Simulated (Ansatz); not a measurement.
# Ta (hcp)

Computed with Ansatz (plane waves, PAW, 420 eV cutoff): PBE, scalar-relativistic, no spin polarisation, 16×16×10 k-mesh, Gaussian smearing of 0.05 eV; PAW files: Ansatz's generated set soft_2.

```
Ta
1.0
     2.90357    0.00000    0.00000
    -1.45178    2.51456    0.00000
     0.00000    0.00000    5.12993
Ta
2
Direct
  0.33333 0.66667 0.75000
  0.66667 0.33333 0.25000
```

At room temperature and ambient pressure Ta is bcc.

Task: Which orbitals carry the states at the Fermi level, and how many states are there?

Result: Within 0.1 eV of it: Ta 5d 92 % (shares among the projected shells). The density of states at the Fermi level is about 2.6 states/eV per cell, averaged over 0.3 eV.

Density of states (tetrahedra, averaged over 0.4 eV; states/eV per cell of 2 atoms; energy in eV from the Fermi level; projections on Löwdin-orthogonalised atomic orbitals, summed over sites):

| E | total | Ta 5d | Ta 6s | Ta 5p |
| --- | --- | --- | --- | --- |
| -5.65 | 0.34 | 0.05 | 0.27 | 0.01 |
| -5.25 | 0.44 | 0.10 | 0.32 | 0.01 |
| -4.85 | 0.65 | 0.24 | 0.38 | 0.02 |
| -4.45 | 1.28 | 0.77 | 0.48 | 0.02 |
| -4.05 | 1.46 | 1.00 | 0.42 | 0.02 |
| -3.65 | 1.69 | 1.32 | 0.33 | 0.02 |
| -3.25 | 1.72 | 1.46 | 0.23 | 0.02 |
| -2.85 | 1.70 | 1.53 | 0.13 | 0.03 |
| -2.45 | 1.63 | 1.49 | 0.09 | 0.02 |
| -2.05 | 2.26 | 2.14 | 0.06 | 0.03 |
| -1.65 | 2.59 | 2.40 | 0.08 | 0.04 |
| -1.25 | 2.09 | 1.87 | 0.11 | 0.03 |
| -0.85 | 1.51 | 1.36 | 0.07 | 0.02 |
| -0.45 | 3.13 | 2.83 | 0.15 | 0.03 |
| -0.05 | 2.64 | 2.31 | 0.17 | 0.03 |
| 0.35 | 2.60 | 2.17 | 0.23 | 0.02 |
| 0.75 | 1.97 | 1.67 | 0.13 | 0.01 |
| 1.15 | 1.96 | 1.73 | 0.07 | 0.01 |
| 1.55 | 1.98 | 1.82 | 0.04 | 0.00 |
| 1.95 | 1.63 | 1.55 | 0.03 | 0.00 |

For elements this heavy, spin–orbit coupling would shift levels and gaps; it isn't included here.
